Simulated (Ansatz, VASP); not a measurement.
# InAs in VASP and in Ansatz

```xyz
2
Lattice="0.0000 3.0546 3.0546 3.0546 0.0000 3.0546 3.0546 3.0546 0.0000" Properties=species:S:1:pos:R:3 pbc="T T T"
In    0.0000    0.0000    0.0000
As    1.5273    1.5273    1.5273
```

Alike in both runs: task single point; functional PBE; k mesh 6 × 6 × 6; occupations fermi-dirac, width 0.02 eV; no spin polarisation.

|  | VASP | Ansatz |
| --- | --- | --- |
| version | VASP 6.6.1 | Ansatz 0.2.0 |
| potentials or method | VASP PAW PBE potentials, release 64 (In_d, As) | plane waves, PAW |
| plane-wave cutoff (eV) | 520 | 420 |
| valence electrons in the cell | 18 | 28 |

VASP gave:

- pressure (GPa): 2.2

**Question.** Which values does Ansatz return?

**Answer.** Pressure (GPa): 2.1.

The two sets of potentials don't hold the same shells in valence.
